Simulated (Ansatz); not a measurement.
Crystal: BAs.

```
CELL_PARAMETERS angstrom
0.00000 2.38850 2.38850
2.38850 0.00000 2.38850
2.38850 2.38850 0.00000
ATOMIC_POSITIONS crystal
As 0.75000 0.75000 0.75000
B 0.00000 0.00000 0.00000
```

Base run:

| Quantity | Value |
| --- | --- |
| Program | Ansatz 0.2.0 |
| Functional | PBEsol |
| Potentials or basis | all-electron LAPW, inner shells corrected to Dirac's equation |
| Cutoff | 315 eV (chosen from the basis error) |
| Basis error allowed | 0.001 eV/atom |
| k mesh | 10 × 10 × 10 |
| Occupations | fermi-dirac, width 0.05 eV |
| Spin | no spin polarisation |

Its results: band gap on the k mesh 1.09 eV, indirect (least direct gap 3.25 eV); pressure -0.8 GPa.

Q: The run is repeated on the same cell with these changes: potentials or basis from all-electron LAPW, inner shells corrected to Dirac's equation to all-electron LAPW, non-relativistic. What comes out?

A: Band gap on the k mesh 1.11 eV, indirect (least direct gap 3.24 eV); pressure -0.4 GPa.

Caveats: relativity is left out, which matters for the heavier elements (some runs).
